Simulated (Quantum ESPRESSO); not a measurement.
**P under changes of volume**

One of the cells (132.548 Å³/atom); the others are scaled copies at fixed shape and fractional positions:

```
CELL_PARAMETERS angstrom
3.28373 0.00000 0.00000
0.00000 34.85703 0.00000
0.00000 0.00000 4.63208
ATOMIC_POSITIONS crystal
P 0.50000 0.97026 0.90785
P 0.50000 0.02974 0.09215
P 0.00000 0.02974 0.40785
P 0.00000 0.97026 0.59215
```

* Program: Quantum ESPRESSO 7.5
* Functional: PBEsol
* Potentials or basis: GBRV 1.5 PBEsol
* Cutoff: 612 eV
* Density cutoff: 4898 eV
* k mesh: 8 × 1 × 6
* Occupations: fermi-dirac, width 0.05 eV
* Spin: no spin polarisation

| volume (Å³/atom) | energy over the lowest point (meV/atom) | gap on the mesh (eV) |
| --- | --- | --- |
| 124.595 | 17.72 | 0.83 |
| 127.246 | 7.26 | 0.86 |
| 129.897 | ? | ? |
| 132.548 | 0.00 | 0.88 |
| 135.199 | 2.28 | 0.90 |
| 137.850 | 7.96 | 0.91 |
| 140.501 | 16.69 | 0.92 |

Problem. What does the run at 129.897 Å³/atom give?

Solution. Energy over the lowest point 1.52 meV/atom; gap on the mesh 0.87 eV.

Worked out: A Birch-Murnaghan fit of order 3 (a polynomial in V^(-2/3)) to the other rows has its minimum at 132.23 Å³/atom with B0 = V·E''(V) = 11.6 GPa and B' = 4.4 at fixed shape and positions, which overstates the stiffness. It gives 1.52 meV/atom at 129.897 Å³/atom, against the run's 1.52. A parabola through the other rows of the gap, of slope 0.791 eV per unit of ln V there, gives 0.87 eV, against the run's 0.87.

Energies are extrapolated to zero smearing.

A mesh can miss the band edges.
